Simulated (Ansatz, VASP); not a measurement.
Given: the input of a run of Ansatz 0.2.0 on BAs.

input.yaml

```yaml
crystal:
  lattice:
    - [0.0, 2.3885, 2.3885]
    - [2.3885, 0.0, 2.3885]
    - [2.3885, 2.3885, 0.0]
  atoms:
    - { symbol: As, position: [0.75, 0.75, 0.75] }
    - { symbol: B, position: [0.0, 0.0, 0.0] }
kpoints:
  mp_grid: { grid: [10, 10, 10] }
scf:
  occupations: { method: gaussian, width: 0.015 }
hamiltonian:
  xc: pbe
  pseudopotentials: { kind: all_electron, lapw: { basis_error: 0.001 } }
output:
  forces: true
  stress: true
  eigenvalues: true
```

Potentials or basis: all-electron LAPW, scalar-relativistic.

Command:

```console
$ ansatz run input.yaml --threads 1 --pin off --max-ram 3072MiB --backend cpu --events-out ev --progress --plain --runs-dir out
```

**Question.** Set up the same calculation for VASP 6.6.1. Potentials there: VASP PAW PBE potentials, release 64 (As, B).

**Answer.** As run (the cutoff follows the program's own potentials):

INCAR

```
PREC = Accurate
ENCUT = 520
EDIFF = 1E-6
ISMEAR = 0
SIGMA = 0.015
LREAL = False
LASPH = True
NELM = 100
ALGO = Normal
ISIF = 2
LWAVE = False
LCHARG = False
GGA = PE
NBANDS = 11
```

File KPOINTS:

```
Automatic mesh
0
Gamma
  10 10 10
```

POSCAR

```
BAs
1.0
    0.0000000000      2.3885000000      2.3885000000
    2.3885000000      0.0000000000      2.3885000000
    2.3885000000      2.3885000000      0.0000000000
As B
1 1
Direct
    0.7500000000      0.7500000000      0.7500000000
    0.0000000000      0.0000000000      0.0000000000
```

Potentials or basis: VASP PAW PBE potentials, release 64 (As, B).

Command:

```bash
$ cat potpaw_PBE.64/As/POTCAR potpaw_PBE.64/B/POTCAR > POTCAR
$ mpirun -np 1 vasp_std > vasp.out
```

Both were run:

|  | VASP | Ansatz | Ansatz less VASP |
| --- | --- | --- | --- |
| gap on the k mesh at the Fermi level (eV) | 1.18 | 1.19 | +0.011 |
| least direct gap on the mesh (eV) | 3.28 | 3.28 | +0.008 |
| pressure (GPa) | 3.4 | 2.7 | -0.69 |

Ansatz ran all-electron here, so the differences hold the error of VASP's frozen core and of both bases.

A k mesh can miss the band edges. PBE gaps usually lie below the measured ones, often by a third to a half.
